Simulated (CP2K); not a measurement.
# ZnSe (Stilleite) (F-43m) in CP2K: reference runs, part 2 of 2

CP2K 2026.2. The steps go on from the part before.

## (3) Single point, PBE (atoms moved at random, drawn with an rms of 0.05 Å)

Contents of znse_scf.inp:

```
&GLOBAL
  PROJECT znse_scf
  RUN_TYPE ENERGY_FORCE
  PRINT_LEVEL LOW
&END GLOBAL
&FORCE_EVAL
  METHOD QS
  STRESS_TENSOR ANALYTICAL
  &DFT
    BASIS_SET_FILE_NAME BASIS_MOLOPT_UZH
    POTENTIAL_FILE_NAME POTENTIAL_UZH
    &MGRID
      CUTOFF 450
      REL_CUTOFF 60
      NGRIDS 5
    &END MGRID
    &QS
      METHOD GPW
      EPS_DEFAULT 1.0E-10
    &END QS
    &KPOINTS
      SCHEME MONKHORST-PACK 8 8 8
      GAMMA_CENTERED T
      SYMMETRY T
      SYMMETRY_BACKEND SPGLIB
    &END KPOINTS
    &SCF
      SCF_GUESS ATOMIC
      EPS_SCF 1.0E-6
      MAX_SCF 100
      ADDED_MOS 10
      CHOLESKY OFF
      EPS_EIGVAL 1.0E-7
      &DIAGONALIZATION ON
        ALGORITHM STANDARD
      &END DIAGONALIZATION
      &MIXING ON
        METHOD BROYDEN_MIXING
        ALPHA 0.4
        BETA 1.5
        NBUFFER 8
      &END MIXING
      &SMEAR ON
        METHOD FERMI_DIRAC
        ELECTRONIC_TEMPERATURE 580.23
      &END SMEAR
    &END SCF
    &XC
      &XC_FUNCTIONAL
        &GGA_X_PBE
        &END GGA_X_PBE
        &GGA_C_PBE
        &END GGA_C_PBE
      &END XC_FUNCTIONAL
    &END XC
    &PRINT
      &KPOINTS ON
      &END KPOINTS
      &MULLIKEN ON
      &END MULLIKEN
      &MO ON
        ENERGIES T
        OCCUPATION_NUMBERS T
        &EACH
          QS_SCF 0
        &END EACH
        ADD_LAST NUMERIC
      &END MO
      &LOWDIN ON
      &END LOWDIN
      &HIRSHFELD ON
        SHAPE_FUNCTION DENSITY
      &END HIRSHFELD
    &END PRINT
  &END DFT
  &SUBSYS
    &CELL
      A 4.0075983931 0.0000000000 0.0000000000
      B 2.0037991965 3.4706820165 0.0000000000
      C 2.0037991965 1.1568940055 3.2721903857
      PERIODIC XYZ
    &END CELL
    &COORD
      SCALED
      Se  0.7492290000 0.7524180000 0.7487920000
      Zn  -0.0092010000 -0.0086460000 0.0078680000
    &END COORD
    &KIND Se
      BASIS_SET TZVP-MOLOPT-PBE-GTH-q6
      POTENTIAL GTH-PBE-q6
    &END KIND
    &KIND Zn
      BASIS_SET TZVP-MOLOPT-PBE-GTH-q12
      POTENTIAL GTH-PBE-q12
    &END KIND
    &PRINT
      &ATOMIC_COORDINATES ON
      &END ATOMIC_COORDINATES
      &CELL ON
      &END CELL
    &END PRINT
  &END SUBSYS
  &PRINT
    &FORCES ON
    &END FORCES
    &STRESS_TENSOR ON
    &END STRESS_TENSOR
  &END PRINT
&END FORCE_EVAL
```

Potentials or basis: POTENTIAL_UZH Se GTH-PBE-q6, Zn GTH-PBE-q12; TZVP-MOLOPT-PBE-GTH basis.

Started as:

```
$ OMP_NUM_THREADS=1 cp2k.psmp -i znse_scf.inp -o znse_scf.out
```

znse_scf.out:

```text

 CP2K| version string:                                       CP2K version 2026.2
 CP2K| Input file name                                              znse_scf.inp

 GLOBAL| Force Environment number                                              1
 GLOBAL| Basis set file name                                    BASIS_MOLOPT_UZH
 GLOBAL| Potential file name                                       POTENTIAL_UZH
 GLOBAL| MM Potential file name                                     MM_POTENTIAL
 GLOBAL| Coordinate file name                                      __STD_INPUT__
 GLOBAL| Method name                                                        CP2K
 GLOBAL| Project name                                                   znse_scf
 GLOBAL| Run type                                                   ENERGY_FORCE
 GLOBAL| FFT library                                                       FFTW3
[... 6 lines left out ...]
 GLOBAL| Total number of message passing processes                             1
 GLOBAL| Number of threads for this process                                    1
 GLOBAL| CPU model name                                                  UNKNOWN

 CELL| Volume [angstrom^3]:                                            45.513222
 CELL| Vector a [angstrom]:       4.008     0.000     0.000   |a| =     4.007598
 CELL| Vector b [angstrom]:       2.004     3.471     0.000   |b| =     4.007598
 CELL| Vector c [angstrom]:       2.004     1.157     3.272   |c| =     4.007598
 CELL| Angle (b,c), alpha [degree]:                                    60.000000
 CELL| Angle (a,c), beta  [degree]:                                    60.000000
 CELL| Angle (a,b), gamma [degree]:                                    60.000000
 CELL| Numerically orthorhombic:                                              NO
 CELL| Periodicity                                                           XYZ
[... 531 lines left out ...]

 !-----------------------------------------------------------------------------!

 !-----------------------------------------------------------------------------!
                           Hirshfeld Charges

  #Atom  Element  Kind  Ref Charge     Population                    Net charge
      1       Se     1       6.000          6.208                        -0.208
      2       Zn     2      12.000         11.792                         0.208

  Total Charge                                                           -0.000
 !-----------------------------------------------------------------------------!

 LOWDIN POPULATION ANALYSIS

 #  Atom  Element  Kind  Atomic population                           Net charge
       1     Se       1          4.400645                              1.599355
       2     Zn       2         13.599355                             -1.599355
 # Total charge                             18.000000                 -0.000000

 ENERGY| Total FORCE_EVAL ( QS ) energy [hartree]            -70.047090582279949

 FORCES| Atomic forces [hartree/bohr]
 FORCES|   Atom     x               y               z               |f|
 FORCES|      1 -4.44528722E-03 -3.13511558E-03  3.35711025E-03   6.39216062E-03
 FORCES|      2  4.37100316E-03  3.15727490E-03 -3.58023764E-03   6.47241493E-03
 FORCES| Sum    -7.42840597E-05  2.21593225E-05 -2.23127389E-04
 FORCES| Total atomic force                                       2.36209629E-04

 STRESS| Analytical stress tensor [bar]
 STRESS|                        x                   y                   z
 STRESS|      x        3.02153390597E+04   6.59568417328E+03   5.18391073921E+03
 STRESS|      y        6.59568417328E+03   2.08178388297E+04   3.62548665966E+03
 STRESS|      z        5.18391073921E+03   3.62548665966E+03   3.63747042068E+04
 STRESS| 1/3 Trace                                             2.91359606987E+04
 STRESS| Determinant                                           2.05892650740E+13

 STRESS| Eigenvectors and eigenvalues of the analytical stress tensor [bar]
 STRESS|                        1                   2                   3
 STRESS| Eigenvalues   1.73750208673E+04   2.86009678234E+04   4.14318934054E+04
 STRESS|      x          -0.439934580969      0.715056608840      0.543278575522
 STRESS|      y           0.896577594582      0.315340723464      0.310980457617
 STRESS|      z          -0.051050772391     -0.623902455740      0.779833023384
```

Wall time 2.5 min (1 thread of Arm Neoverse N1, shared host); peak memory 0.37 GiB.

What came out:

- Free energy: -1906.0783 eV
- Pressure: 2.9 GPa
- Largest force: 0.333 eV/Å
- Band gap on the k mesh: 1.20 eV, direct
- Mulliken charges: Se +0.03; Zn -0.03 e
- Hirshfeld charges: Se -0.21; Zn +0.21 e

Forces in eV/Å, atoms in the order of the input:
```
Se  -0.229 -0.161  0.173
Zn   0.225  0.162 -0.184
```

Levels at points of the mesh, in eV from the valence-band top:
| k point | band 5 | band 6 | band 7 | band 8 | band 9 | band 10 | band 11 | band 12 | band 13 | band 14 |
| --- | --- | --- | --- | --- | --- | --- | --- | --- | --- | --- |
| (0.00, 0.00, 0.00) | -6.29 | -6.29 | -0.13 | -0.06 | 0.00 | 1.20 | 5.75 | 5.78 | 5.83 | 11.39 |
| (0.00, 0.00, 0.50) | -6.27 | -6.14 | -5.37 | -1.02 | -0.86 | 2.52 | 6.33 | 6.64 | 8.75 | 12.13 |
| (0.00, 0.50, 0.00) | -6.26 | -6.12 | -5.21 | -1.00 | -0.85 | 2.41 | 6.26 | 6.54 | 8.67 | 12.11 |
| (0.00, 0.50, 0.50) | -6.24 | -6.12 | -4.84 | -2.26 | -2.25 | 2.93 | 3.45 | 10.81 | 11.36 | 11.38 |
| (0.50, 0.00, 0.00) | -6.26 | -6.12 | -5.24 | -1.02 | -0.84 | 2.42 | 6.25 | 6.57 | 8.68 | 12.11 |
| (0.50, 0.00, 0.50) | -6.24 | -6.12 | -4.84 | -2.26 | -2.25 | 2.93 | 3.45 | 10.81 | 11.37 | 11.37 |
| (0.50, 0.50, 0.00) | -6.24 | -6.11 | -4.83 | -2.29 | -2.22 | 2.90 | 3.48 | 10.81 | 11.26 | 11.47 |
| (0.50, 0.50, 0.50) | -6.27 | -6.15 | -5.38 | -1.02 | -0.87 | 2.53 | 6.35 | 6.63 | 8.75 | 12.14 |

Caveat: Mulliken charges move with the basis; the basis of atomic orbitals isn't converged, which shifts pressures, moduli and gaps.

## (4) Comparison with measurements

Step 2. A measured gap of ZnSe is 2.695 eV (an exciton energy, a little under the gap; 300 K; “Alloy Disordering Effects on the Thermal Conductivity and Energy Gap Temperature Dependence of Cd1−xZnxSe Ternary Crystals Grown by the Bridgman Method”, 2023, pmc:10253836); the calculated 1.26 eV misses it by -1.44 eV. So large a miss can be the level of theory's own, or it may mean another phase, state or a wrong row. Spin-orbit coupling on Se is left out. The value is that of PBE in an atomic basis (POTENTIAL_UZH Se GTH-PBE-q6, Zn GTH-PBE-q12; TZVP-MOLOPT-PBE-GTH basis), whose error adds to the functional's,, without temperature or zero-point motion. Semilocal functionals fall short of measured gaps as a rule.
